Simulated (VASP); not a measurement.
Input of a VASP 6.6.1 run:

Contents of INCAR:

```
SYSTEM = Pd
PREC = Accurate ; ENCUT = 520
EDIFF = 1E-7 ; ISMEAR = 1
SIGMA = 0.1 ; LREAL = .FALSE.
LASPH = .TRUE. ; NELM = 100
ALGO = Normal ; ISIF = 2
LWAVE = .FALSE. ; LCHARG = .TRUE.
GGA = PE ; IVDW = 12
LVHAR = .TRUE.
```

Contents of KPOINTS:

```
Automatic mesh
0
G
  18 18 18
  0 0 0
```

Contents of POSCAR:

```
Pd                                      
1.0
   -0.0000000000      1.9430829386      1.9430829386
    1.9430829386      0.0000000000      1.9430829386
    1.9430829386      1.9430829386      0.0000000000
  Pd            
     1
Direct
     0.0000000000000000    0.0000000000000000    0.0000000000000000
```

Potentials or basis: VASP PAW PBE potentials, release 64 (Pd).

The run is started by

```bash
$ cat potpaw_PBE.64/Pd/POTCAR > POTCAR
$ mpirun -np 1 vasp_std > vasp.out
```

Task: What does it give for the dispersion energy per atom?

Result: -0.672 eV.

Task: Estimate the band gap on the k mesh.

Result: None (metal or under the smearing width).
